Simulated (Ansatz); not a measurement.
Crystal: MgS (Niningerite).

```
S Mg
1.0
     0.00000    2.60165    2.60165
     2.60165    0.00000    2.60165
     2.60165    2.60165    0.00000
S Mg
1 1
Direct
  0.50000 0.50000 0.50000
  0.00000 0.00000 0.00000
```

Below is the output of Ansatz 0.2.0 for this cell. Logs are shortened: lines on timing, memory, paths and dates and some standing lists are left out, and cuts for length are marked.

```text
Warning: RAYON_NUM_THREADS=2 ignored (pool sized by the plan → 2); use --threads N
Engine: ansatz 0.2.0, x86_64-unknown-linux-gnu
Pseudopotentials: kind: paw
Pseudopotential: S, paw, valence charge 6, recommended cutoff 420 eV (normal), S.paw.azcp
Pseudopotential: Mg, paw, valence charge 10, recommended cutoff 420 eV (normal), Mg.paw.azcp
Functional definition: PBE
  parameter kappa = 0.804
  parameter beta = 0.06672455060314922
  exchange = pbe_x(kappa = kappa, mu = beta*pi^2/3)
  correlation = pbe_c(beta = beta)
Crystal: 2 atoms, lattice volume = 35.219 Å³
Basis set: ecut = 420 eV, 701 PW (Γ), exchange–correlation on 50×50×50 points (8 copies of the dense FFT grid, shifted against one another)
Bands: 12, of which v1, the nominal top of the filled ones, is band 8 counted from 1 (7 counted from 0)
Symmetry: 48 space group operations
Space group: Fm-3m (ITA 225), of the structure as read, at distance tolerance 3.3e-5 Å
k-points: 35 of 729
Non-local potential: S, projectors of the file, l = 0: 2, l = 1: 2, l = 2: 2
Non-local potential: Mg, projectors of the file, l = 0: 3, l = 1: 2, l = 2: 1
PAW form: soft (Blöchl's): semilocal exchange-correlation on the pseudo side does not see the compensation charge
PAW one-centre angular grid: S, 110 points (default); XC on 64 Gauss nodes
PAW one-centre angular grid: Mg, 110 points (default); XC on 64 Gauss nodes
Initial density: superposition of atomic densities (neutral atoms: chi_scale 0, normalization atom), corrected by the library's trained network
Initial wavefunctions: pseudopotential atomic-orbital guess
Functional: x = pbe(κ = 0.804, μ = 0.2195149727645171), c = pbe(β = 0.06672455060314922)
SCF iter   1: F=—  HF=-2828.747093 eV  |F-HF|=—  |Δ(HF+E_count)|=         —  Δρ=4.25e-4  dr2=4.67e-5  ethr=1.77e-3  ⟨swp⟩=6.9  Hψ=2580  notcnv=0
preconditioner: auto → none  [insulator: Δε(μ)=2.912 eV  Ē_g=11.749 eV  σ=0.025 eV  W_gap=1.00  n_scr=8 (ndim 8)  ℏωp=17.7 eV  f_vac=0.000  D(μ)=0.00/eV (n_scr^D=0)  ε∞_Penn≈3.3]
SCF iter   2: F=—  HF=-2828.746959 eV  |F-HF|=—  |Δ(HF+E_count)|=   1.34e-4  Δρ=3.13e-4  dr2=4.48e-5  ethr=2.92e-7  ⟨swp⟩=3.1  Hψ=1116  notcnv=0
SCF iter   3: F=—  HF=-2828.746977 eV  |F-HF|=—  |Δ(HF+E_count)|=   1.83e-5  Δρ=1.47e-4  dr2=7.96e-6  ethr=2.80e-7  ⟨swp⟩=2.0  Hψ=556  notcnv=0
SCF iter   4: F=—  HF=-2828.746980 eV  |F-HF|=—  |Δ(HF+E_count)|=   2.54e-6  Δρ=7.02e-5  dr2=2.42e-6  ethr=4.97e-8  ⟨swp⟩=2.0  Hψ=556  notcnv=0
SCF iter   5: F=—  HF=-2828.746979 eV  |F-HF|=—  |Δ(HF+E_count)|=   6.53e-7  Δρ=3.04e-5  dr2=5.14e-7  ethr=1.52e-8  ⟨swp⟩=1.9  Hψ=523  notcnv=0
SCF iter   6: F=-2828.746979 eV  HF=-2828.746979 eV  |F-HF|=2.98e-8  |Δ(HF+E_count)|=   1.70e-7  Δρ=8.45e-6  dr2=4.06e-8  ethr=6.25e-10  ⟨swp⟩=6.2  Hψ=2178  notcnv=0
SCF 1 converged in 6 iterations: F = -2828.746979 eV  dr2 = 4.06e-8
  greatest PAW one-centre occupation: 1.000 electrons in one spin orbital (limit 2), on the Mg atom at site 1 (counted from 0), in its partial waves of l = 0
SCF converged after 6 iterations
Free energy (F): -2828.746979 eV
Harris-Foulkes:  -2828.746979 eV  (|F-HF|=2.98e-8)
Internal energy: -2828.746979 eV  (E = F + TS)
E sigma→0 (E₀):  -2828.746979 eV
Fermi energy:    7.848410 eV
--- Per-component energies (eV) ---
  E_band       = -331.814395
  E_kinetic    = 185.286729
  E_local      = -1665.926134  (includes V_loc(G=0)·N_el)
  E_nonlocal   = 123.411404
  E_hartree    = 593.043147
  E_xc         = -127.745341
  E_vxc        = -127.036944  (∫ρ·V_xc dr)
  E_paw        = -893.076761  (= ΣΔE_a)
  E_vpaw       = -33.635400  (= ΣTr[D̂ρ^β])
  E_aug_tail   = -0.000002  (compensation charges beyond the density's cutoff)
  E_ewald      = -1043.740020
  E_smearing   = -0.000000  (= −TS)
  E_closure    = -0.000000  (closes the sum)
  Σ components = -2828.746979   (vs F -2828.746979, Δ=0.00e0)
--- Forces (eV/Å), atoms counted from 1 ---
  atom   1  S      0.00000000    -0.00000000     0.00000000
  atom   2  Mg    -0.00000000    -0.00000000    -0.00000000
  max |Σ_I F_I| component: 5.41e-30 eV/Å
--- Stress (GPa, compression-positive) ---
        1.161757       0.000000      -0.000000
       -0.000000       1.161757      -0.000000
       -0.000000       0.000000       1.161757
  P = ⅓ Tr σ = 1.1618 GPa (11.618 kbar)
--- Band table (eV; the first three rows and the last of 35) ---
  k-point 0: bands = ["-68.3296", "-35.0812", "-35.0812", "-35.0812", "-6.2771", "6.3886", "6.3886", "6.3886", "10.1109", "14.3053", "14.3053", "14.3053"]
  k-point 1: bands = ["-68.3296", "-35.0820", "-35.0813", "-35.0813", "-6.1565", "5.5258", "6.3075", "6.3075", "10.7909", "14.0252", "14.5193", "14.5193"]
  k-point 2: bands = ["-68.3295", "-35.0839", "-35.0816", "-35.0816", "-5.8220", "3.9711", "6.1187", "6.1187", "11.3631", "14.3463", "14.3463", "14.3815"]
  k-point 34: bands = ["-68.3292", "-35.0858", "-35.0850", "-35.0836", "-4.5906", "2.8552", "3.4224", "4.2817", "11.5713", "13.7515", "14.0749", "15.4916"]
```

Problem. What input gives this log?

Solution. Single point with PBE, no spin polarisation. The files as run (others can give the same):

input.yaml
```yaml
crystal:
  lattice:
    - [0.0, 2.60165, 2.60165]
    - [2.60165, 0.0, 2.60165]
    - [2.60165, 2.60165, 0.0]
  atoms:
    - { symbol: S, position: [0.5, 0.5, 0.5] }
    - { symbol: Mg, position: [0.0, 0.0, 0.0] }
hamiltonian:
  xc: pbe
  pseudopotentials: { kind: paw }
kpoints:
  mp_grid: { grid: [9, 9, 9] }
scf:
  occupations: { method: gaussian, width: 0.025 }
output:
  forces: true
  stress: true
  eigenvalues: true
  write_density: true
  write_potential: true
  elf: true
  volumetric_format: npy
```

Potentials or basis: Ansatz PAW.
Command:
```sh
$ ansatz run input.yaml --threads 2 --pin off --max-ram 5632MiB --backend cpu --events-out ev --progress --plain --runs-dir out
```

Caveat: odd divisions of the mesh miss points on the zone boundary, where band edges often lie, so the gap on the mesh can be too wide.
